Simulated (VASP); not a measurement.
# SiC (F-43m) in VASP: Born charges and dielectric tensor with LDA

Aim: the Born charges and dielectric tensor of SiC with LDA.

All numbers are computed with VASP 6.6.1; they aren't measurements. Logs are shortened: lines on timing, memory, paths and dates and some standing lists are left out, and cuts for length are marked.

**Experimental background.**

“Insight into the structural, elastic and electronic properties of a new orthorhombic 6O-SiC polytype”, 2020, pmc:7200658 quotes, for a bulk crystal of SiC: band gap 2.4 eV (indirect).

“Infrared properties of SiC particles”, 1999, arxiv:astro-ph/9903031 quotes, for a bulk crystal of SiC: high-frequency dielectric constant 6.49.

The results are compared with them further down.

## 1. The crystal as given

Symmetry: F-43m, No. 216, cubic system. The conventional cell has a = 4.354 Å, b = 4.354 Å, c = 4.354 Å, α = 90.00°, β = 90.00°, γ = 90.00°. Si (site symmetry -43m) has 4 C at 1.89 Å as nearest neighbours. Around C (site symmetry -43m) lie 4 Si at 1.89 Å.

The cell is a database's computed one.

## 2. Born charges and dielectric tensor, LDA

Contents of INCAR:

```
  ALGO = Normal
  EDIFF = 1E-8
  ENCUT = 600
  GGA = CA
  IBRION = 8
  ISIF = 2
  ISMEAR = 0
  LASPH = T
  LCHARG = F
  LEPSILON = T
  LREAL = F
  LWAVE = F
  NELM = 80
  NSW = 1
  PREC = Accurate
  SIGMA = 0.02
```

Contents of KPOINTS:

```
k-points
0
Gamma
  10 10 10
```

Contents of POSCAR:

```
SiC
1.0
    0.0000000000      2.1769966200      2.1769966200
    2.1769966200      0.0000000000      2.1769966200
    2.1769966200      2.1769966200      0.0000000000
Si C
1 1
Direct
    0.7500000000      0.7500000000      0.7500000000
    0.0000000000      0.0000000000      0.0000000000
```

Potentials or basis: VASP PAW LDA potentials, release 64 (Si, C).

Run with:

```sh
$ cat potpaw_LDA.64/Si/POTCAR potpaw_LDA.64/C/POTCAR > POTCAR
$ mpirun -np 1 vasp_std > vasp.out
```

OUTCAR:

```text
EDIFF = 1E-8
   ENCUT = 600
   GGA = CA
   IBRION = 8
   ISIF = 2
   ISMEAR = 0
   LASPH = T
   LEPSILON = T
   LREAL = F
   NELM = 80
   NSW = 1
   PREC = Accurate

 ion  position               nearest neighbor table
   1  0.750  0.750  0.750-   2 1.89   2 1.89   2 1.89   2 1.89
   2  0.000  0.000  0.000-   1 1.89   1 1.89   1 1.89   1 1.89

  LATTYP: Found a face centered cubic cell.
 ALAT       =     4.3539932400

  Lattice vectors:

 A1 = (   0.0000000000,   2.1769966200,   2.1769966200)
 A2 = (   2.1769966200,   0.0000000000,   2.1769966200)
 A3 = (   2.1769966200,   2.1769966200,   0.0000000000)

Analysis of symmetry for initial positions (statically):
=====================================================================
 Subroutine PRICEL returns:
 Original cell was already a primitive cell.

 Routine SETGRP: Setting up the symmetry group for a
 face centered cubic supercell.

 Subroutine GETGRP returns: Found 24 space group operations
 (whereof 24 operations were pure point group operations)
 out of a pool of 48 trial point group operations.

The static configuration has the point symmetry T_d .

Analysis of symmetry for dynamics (positions and initial velocities):
=====================================================================
 Subroutine PRICEL returns:
 Original cell was already a primitive cell.

 Routine SETGRP: Setting up the symmetry group for a
 face centered cubic supercell.

 Subroutine GETGRP returns: Found 24 space group operations
 (whereof 24 operations were pure point group operations)
 out of a pool of 48 trial point group operations.

The dynamic configuration has the point symmetry T_d .

 Subroutine INISYM returns: Found 24 space group operations
 (whereof 24 operations are pure point group operations),
 and found     1 'primitive' translations

----------------------------------------------------------------------------------------

                                     Primitive cell

  volume of cell :      20.6349

  direct lattice vectors                    reciprocal lattice vectors
     0.000000000  2.176996620  2.176996620    -0.229674220  0.229674220  0.229674220
     2.176996620  0.000000000  2.176996620     0.229674220 -0.229674220  0.229674220
     2.176996620  2.176996620  0.000000000     0.229674220  0.229674220 -0.229674220

  length of vectors
     3.078738145  3.078738145  3.078738145     0.397807418  0.397807418  0.397807418

  position of ions in fractional coordinates (direct lattice)
     0.750000000  0.750000000  0.750000000
     0.000000000  0.000000000  0.000000000

  ion indices of the primitive-cell ions
   primitive index   ion index
                 1           1
                 2           2

----------------------------------------------------------------------------------------

 KPOINTS: k-points

Automatic generation of k-mesh.
[... 416 lines left out ...]
           0.000000     0.000000     7.339598
 ------------------------------------------------------

 Free energy of the ion-electron system (eV)
  ---------------------------------------------------
  ---------------------------------------------------
  free energy    TOTEN  =        -0.36313197 eV

  energy without entropy =       -0.36313197

------------------------ aborting loop because EDIFF is reached ----------------------------------------

--------------------------------------- Ionic step        2  -------------------------------------------

------------------------ aborting loop because EDIFF is reached ----------------------------------------

--------------------------------------- Ionic step        3  -------------------------------------------

------------------------ aborting loop because EDIFF is reached ----------------------------------------

 PIEZOELECTRIC TENSOR FIELD DIRECTION 3  (e Angst)
 -----------------------------------------------------------------------------
    -0.00063 -1.26349  0.00000           ( -0.00000 -0.05577  0.00000)
    -1.26349 -0.00063  0.00000           ( -0.05577 -0.00000  0.00000)
     0.00000  0.00000  0.00077           (  0.00000  0.00000 -0.00000)

 PIEZOELECTRIC TENSOR FIELD DIRECTION 3  (C/m^2)
 -----------------------------------------------------------------------------
    -0.00049 -0.98102  0.00000
    -0.98102 -0.00049  0.00000
     0.00000  0.00000  0.00059

--------------------------------------- Ionic step        4  -------------------------------------------

------------------------ aborting loop because EDIFF is reached ----------------------------------------

[... ionic steps 5 to 6 ...]

--------------------------------------- Ionic step        7  -------------------------------------------

 Free energy of the ion-electron system (eV)
  ---------------------------------------------------
  ---------------------------------------------------
  free energy    TOTEN  =        -0.12404999 eV

  energy without entropy =       -0.12404999

------------------------ aborting loop because EDIFF is reached ----------------------------------------

 INTERNAL STRAIN TENSOR  FOR ION    2  DIRECTION 1   (eV/Angst):
 -----------------------------------------------------------------------------
    -0.00806  0.00000  0.00000
     0.00000  0.00343 -7.76535
     0.00000 -7.76535  0.00343

 MACROSCOPIC STATIC DIELECTRIC TENSOR (including local field effects in DFT)
 ------------------------------------------------------
           7.013759     0.000000     0.000000
          -0.000000     7.013759     0.000000
          -0.000000    -0.000000     7.013759
 ------------------------------------------------------

 PIEZOELECTRIC TENSOR (including local field effects)  for field in x, y, z        (e  Angst)
          XX          YY          ZZ          XY          YZ          ZX
  --------------------------------------------------------------------------------
  x     0.00000     0.00000     0.00000     0.00000    -1.26083     0.00000
  y     0.00000     0.00000     0.00000     0.00000     0.00000    -1.26083
  z    -0.00000     0.00000     0.00000    -1.26083     0.00000     0.00000

 PIEZOELECTRIC TENSOR (including local field effects)  for field in x, y, z        (C/m^2)
          XX          YY          ZZ          XY          YZ          ZX
  --------------------------------------------------------------------------------
  x     0.00000     0.00000     0.00000     0.00000    -0.97896     0.00000
  y     0.00000     0.00000     0.00000     0.00000     0.00000    -0.97896
  z    -0.00000     0.00000     0.00000    -0.97896     0.00000     0.00000

 BORN EFFECTIVE CHARGES (including local field effects) (in |e|, cummulative output)
 ---------------------------------------------------------------------------------
 ion    1
    1     2.70315     0.00000    -0.00000
    2    -0.00000     2.70315    -0.00000
    3    -0.00000    -0.00000     2.70315
 ion    2
    1    -2.70315     0.00000     0.00000
    2     0.00000    -2.70315     0.00000
    3     0.00000     0.00000    -2.70315

 INTERNAL STRAIN TENSOR FOR ION    2 for displacements in x,y,z  (eV/Angst):
          X           Y           Z          XY          YZ          ZX
  --------------------------------------------------------------------------------
  x    -0.00000     0.00000     0.00000     0.00000    -7.76535     0.00000
  y     0.00000     0.00000     0.00000     0.00000     0.00000    -7.76535
  z     0.00000     0.00000    -0.00000    -7.76535     0.00000     0.00000

 SECOND DERIVATIVES (NOT SYMMETRIZED)
 ------------------------------------
               1X          1Y          1Z          2X          2Y          2Z
  1X   -18.936084    0.000000    0.000000   18.936084    0.000000    0.000000
  1Y     0.000000  -18.936084    0.000000    0.000000   18.936084    0.000000
  1Z     0.000000    0.000000  -18.936084    0.000000    0.000000   18.936084
  2X    18.937504    0.000000    0.000000  -18.937504    0.000000    0.000000
  2Y     0.000000   18.937504    0.000000    0.000000  -18.937504    0.000000
  2Z     0.000000    0.000000   18.937504    0.000000    0.000000  -18.937504

 Eigenvectors and eigenvalues of the dynamical matrix
 ----------------------------------------------------

   1 f  =   23.454757 THz   147.370587 2PiTHz  782.366492 cm-1    97.001039 meV
             X         Y         Z           dx          dy          dz
      3.265495  3.265495  3.265495     0.547303    0.000000    0.000000
      0.000000  0.000000  0.000000    -0.836935    0.000000    0.000000
[... 21 lines left out ...]
   6 f/i=    0.000403 THz     0.002531 2PiTHz    0.013439 cm-1     0.001666 meV
             X         Y         Z           dx          dy          dz
      3.265495  3.265495  3.265495    -0.274768    0.790546    0.000000
      0.000000  0.000000  0.000000    -0.179681    0.516967    0.000000

--------------------------------------------------------------------------------------------------------

 MACROSCOPIC STATIC DIELECTRIC TENSOR IONIC CONTRIBUTION
 ------------------------------------------------------
           3.383734    -0.000000     0.000000
          -0.000000     3.383734     0.000000
          -0.000000     0.000000     3.383734
 ------------------------------------------------------

 ELASTIC MODULI CONTR FROM IONIC RELAXATION (kBar)
 Direction    XX          YY          ZZ          XY          YZ          ZX
 --------------------------------------------------------------------------------
 XX          -0.0000     -0.0000      0.0000     -0.0000     -0.0000      0.0000
 YY           0.0000     -0.0000      0.0000     -0.0000      0.0000      0.0000
 ZZ           0.0000     -0.0000     -0.0000     -0.0000      0.0000     -0.0000
 XY          -0.0000     -0.0000     -0.0000   -224.4593     -0.0000     -0.0000
 YZ          -0.0000     -0.0000      0.0000      0.0000   -224.4593      0.0000
 ZX          -0.0000      0.0000     -0.0000     -0.0000      0.0000   -224.4593
 --------------------------------------------------------------------------------

 PIEZOELECTRIC TENSOR IONIC CONTR  for field in x, y, z        (C/m^2)
          XX          YY          ZZ          XY          YZ          ZX
  --------------------------------------------------------------------------------
  x     0.00000     0.00000    -0.00000    -0.00000     0.82005    -0.00000
  y     0.00000    -0.00000     0.00000     0.00000    -0.00000     0.82005
  z     0.00000     0.00000     0.00000     0.82005     0.00000     0.00000
```

Run time: 2.7 min. Hardware: 1 thread of Intel Xeon Platinum 8488C (Sapphire Rapids), shared host; peak memory 0.22 GiB.

Results:

```
Band gap on the k mesh                                  : 1.30 eV, indirect (least direct gap 4.50 eV)
Electronic dielectric tensor (diagonal)                 : 7.01
Born charges (mean of the diagonal)                     : Si +2.70; C -2.70 e
Highest phonon frequency at Γ, LO-TO splitting left out : 782 cm⁻¹
```

Phonon frequencies in cm⁻¹ (negative: imaginary):
| q point | frequencies |
| --- | --- |
| (0.000, 0.000, 0.000) | 0 0 0 782 782 782 |

Electronic dielectric tensor:
```
7.01 0.00 0.00
0.00 7.01 0.00
0.00 0.00 7.01
```

Born effective charge tensors (e):
atom 1, Si
```
2.70 0.00 0.00
0.00 2.70 0.00
0.00 0.00 2.70
```
atom 2, C
```
-2.70  0.00  0.00
 0.00 -2.70  0.00
 0.00  0.00 -2.70
```

## 3. How close it comes

Step 2. Against the measured gap of SiC, 2.4 eV (indirect; quoted in “Insight into the structural, elastic and electronic properties of a new orthorhombic 6O-SiC polytype”, 2020, pmc:7200658), the calculated 1.30 eV is off by -1.10 eV. The value is that of LDA on a finite k mesh, which can miss the band edges, without temperature or zero-point motion. Semilocal functionals fall short of measured gaps as a rule. The cell is a database's relaxed one, not the measured one, which moves gaps too. A measured high-frequency dielectric constant of SiC is 6.49 (quoted in “Infrared properties of SiC particles”, 1999, arxiv:astro-ph/9903031); the calculated 7.01 misses it by +8.1 %.
